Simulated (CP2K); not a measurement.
## AgBr in CP2K: convergence with k mesh

Input of the first run (k mesh 2 × 2 × 2); the others differ in this setting and in those tied to it:

agbr_converge.inp

```
&GLOBAL
  PROJECT agbr_converge
  RUN_TYPE ENERGY_FORCE
  PRINT_LEVEL LOW
&END GLOBAL
&FORCE_EVAL
  METHOD QS
  STRESS_TENSOR ANALYTICAL
  &DFT
    BASIS_SET_FILE_NAME BASIS_MOLOPT_UZH
    POTENTIAL_FILE_NAME POTENTIAL_UZH
    &MGRID
      CUTOFF 450
      REL_CUTOFF 60
      NGRIDS 4
    &END MGRID
    &QS
      METHOD GPW
      EPS_DEFAULT 1.0E-10
    &END QS
    &KPOINTS
      SCHEME MONKHORST-PACK 2 2 2
      GAMMA_CENTERED T
      SYMMETRY T
      SYMMETRY_BACKEND SPGLIB
    &END KPOINTS
    &SCF
      SCF_GUESS ATOMIC
      EPS_SCF 1.0E-6
      MAX_SCF 100
      ADDED_MOS 13
      CHOLESKY OFF
      EPS_EIGVAL 1.0E-7
      &DIAGONALIZATION ON
        ALGORITHM STANDARD
      &END DIAGONALIZATION
      &MIXING ON
        METHOD BROYDEN_MIXING
        ALPHA 0.4
        BETA 1.5
        NBUFFER 8
      &END MIXING
      &SMEAR ON
        METHOD FERMI_DIRAC
        ELECTRONIC_TEMPERATURE [K] 580.226
      &END SMEAR
    &END SCF
    &XC
      &XC_FUNCTIONAL
        &GGA_X_PBE_SOL
        &END GGA_X_PBE_SOL
        &GGA_C_PBE_SOL
        &END GGA_C_PBE_SOL
      &END XC_FUNCTIONAL
    &END XC
    &PRINT
      &KPOINTS ON
      &END KPOINTS
      &MULLIKEN ON
      &END MULLIKEN
      &MO ON
        ENERGIES T
        OCCUPATION_NUMBERS T
        &EACH
          QS_SCF 0
        &END EACH
        ADD_LAST NUMERIC
      &END MO
    &END PRINT
  &END DFT
  &SUBSYS
    &CELL
      ABC 4.0590050560 4.0590050560 4.0590050560
      ALPHA_BETA_GAMMA 59.9999999996 60.0000000001 60.0000000001
      PERIODIC XYZ
    &END CELL
    &COORD
      Ag  0.0000000000 0.0000000000 0.0000000000
      Br  4.0590050560 2.3434676618 1.6570818751
    &END COORD
    &KIND Ag
      BASIS_SET DZVP-MOLOPT-PBE-GTH-q11
      POTENTIAL GTH-PBE-q11
    &END KIND
    &KIND Br
      BASIS_SET DZVP-MOLOPT-PBE-GTH-q7
      POTENTIAL GTH-PBE-q7
    &END KIND
    &PRINT
      &ATOMIC_COORDINATES ON
      &END ATOMIC_COORDINATES
      &CELL ON
      &END CELL
    &END PRINT
  &END SUBSYS
  &PRINT
    &FORCES ON
    &END FORCES
    &STRESS_TENSOR ON
    &END STRESS_TENSOR
  &END PRINT
&END FORCE_EVAL
```

Potentials or basis: POTENTIAL_UZH Ag GTH-PBE-q11, Br GTH-PBE-q7; DZVP-MOLOPT-PBE-GTH basis.

Launch:

```bash
$ OMP_NUM_THREADS=1 cp2k.psmp -i agbr_converge.inp -o agbr_converge.out
```

Hardware: 1 thread of Arm Neoverse N1 (shared host).

The values tried are 2 × 2 × 2, 3 × 3 × 3, 4 × 4 × 4, 5 × 5 × 5, 6 × 6 × 6, 7 × 7 × 7, 8 × 8 × 8, 10 × 10 × 10, loosest first. From which on does the energy stay within 1 meV/atom of the tightest run that finished?

From 6 × 6 × 6 on.

| k mesh | energy less the tightest run, at zero smearing (meV/atom) | pressure (GPa) | gap on the mesh (eV) | SCF cycles | CPU time (s) | peak memory (GiB) |
| --- | --- | --- | --- | --- | --- | --- |
| 2 × 2 × 2 | 539.47 | 7.11 | 0.188 | 13 | 40 | 0.29 |
| 3 × 3 × 3 | 58.29 | 0.57 | 0.663 | 12 | 39 | 0.29 |
| 4 × 4 × 4 | 15.38 | -0.02 | 0.274 | 11 | 38 | 0.29 |
| 5 × 5 × 5 | 3.26 | -0.28 | 0.430 | 11 | 40 | 0.29 |
| 6 × 6 × 6 | 0.99 | -0.34 | 0.281 | 11 | 43 | 0.29 |
| 7 × 7 × 7 | 0.28 | -0.35 | 0.359 | 11 | 48 | 0.29 |
| 8 × 8 × 8 | 0.09 | -0.36 | 0.281 | 11 | 53 | 0.29 |
| 10 × 10 × 10 | 0.00 | -0.36 | 0.281 | 11 | 72 | 0.3 |

Against the tightest run, the pressure stays within 0.1 GPa from 5 × 5 × 5 on; the gap on the mesh stays within 0.01 eV from 8 × 8 × 8 on. Meshes of other sizes hit other points, so gaps and Fermi surfaces needn't settle smoothly. The tightest run that finished is the yardstick and may itself not be fully converged.

Caveat, for the tightest run too: the potentials were made for another functional, which shifts forces and pressure; the basis of atomic orbitals isn't converged, which shifts pressures, moduli and gaps.
